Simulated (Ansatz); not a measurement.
Runs of Ansatz 0.2.0 on Sb. Symmetry: P6_3/mmc, No. 194, hexagonal system. Conventional cell: a = 3.355 Å, b = 3.355 Å, c = 5.470 Å, α = 90.00°, β = 90.00°, γ = 120.00°. Sb (site symmetry -6m2) has 12 Sb at 3.35 Å as nearest neighbours. This isn't the form of Sb at room conditions, which is rhombohedral.

```tsv
task	level	spin	cell	cutoff (eV)	points for each segment of the path	gap on the mesh (eV)	pressure (GPa)	V0 of scaled cells (Å³/atom)	B0 (GPa)
band structure	PBEsol	off	as given	420	14	none	-1.6	-	-
band structure	LDA	off	as given	420	14	none	-2.7	-	-
single point	PBEsol	off	as given	420	-	none	-1.6	-	-
band structure	PBEsol	SOC, no magnetisation	as given	420	14	none	-1.4	-	-
band structure	r2SCAN	off	as given	500	14	none	0.7	-	-
equation of state	PBEsol	off	as given	420	-	-	-	25.99	(c)
equation of state	r2SCAN	off	as given	500	-	-	-	26.94	(a)
single point	PBEsol	off	atoms moved at random, drawn with an rms of 0.05 Å	420	-	none	-1.6	-	-
equation of state	LDA	off	as given	420	-	-	-	25.53	(b)
```

Alike in all rows: potentials or basis Ansatz PAW; k mesh 9 × 9 × 5; smearing fermi-dirac 0.05 eV.

Question: Estimate the missing entries.

Answer: (a) 61; (b) 68; (c) 66.

Caveats: the PAW data sets come from PBE, with cores solved anew for the run's functional, which leaves a small shift of forces and pressure (some runs); spin-orbit coupling is left out, which moves the levels of the heavy elements (some runs); the cell was scaled at fixed shape and fractional positions, which overstates the stiffness of a crystal with free parameters, most of all of layers and chains (some runs); the PAW data sets were made with another functional, which shifts forces and pressure a little (some runs).

A k mesh can miss the band edges, and rows without SOC leave out spin-orbit coupling on Sb.

A gap of «none» marks a metal or a gap under the smearing width.
